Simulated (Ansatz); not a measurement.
Point defect: I vacancy in Cs2SnI6

Theory: DFT LDA, scalar-relativistic, plane waves, PAW in Ansatz 0.2.0. Run with 420 eV cutoff, 3×3×3 k-mesh, Gaussian smearing of 0.10 eV, no spin polarisation.

Host crystal, relaxed:

```xyz
9
Lattice="0.0000 5.6413 5.6413 5.6413 0.0000 5.6413 5.6413 5.6413 0.0000" Properties=species:S:1:pos:R:3 pbc="T T T"
Cs    2.8206    2.8206    2.8206
Cs    8.4619    8.4619    8.4619
Sn    0.0000    0.0000    0.0000
I     8.4347    5.6413    5.6413
I     5.6413    8.4347    5.6413
I     5.6413    2.8479    5.6413
I     2.8479    5.6413    5.6413
I     5.6413    5.6413    8.4347
I     5.6413    5.6413    2.8479
```

Supercell of 18 atoms, rows in host cell vectors: 0 1 -1; 1 0 0; 1 -1 -1. Atoms relax at the host's cell, keeping the symmetry that the supercell leaves at the site. The cell is small, so energies carry finite-size errors of tenths of an eV. The host is a metal.

A cell with an odd number of electrons and no spin polarisation is a metal by construction and may be lower with spin. Spin-orbit coupling is left out, which matters for the bands and energies of heavy elements.

Defect: I vacancy set at (0.252, 0.748, 0.748) of the host cell. Before relaxation its nearest neighbours are 1 Sn at 2.85 Å.

```tsv
charge	moment (μB)	largest move (Å)	atoms near the site
0	0.00	0.27	1 Sn at 3.12 Å
```

Cost: 2 runs of about 5.4 core-minutes in all, on Intel Xeon 6975P-C (Granite Rapids) (shared hosts).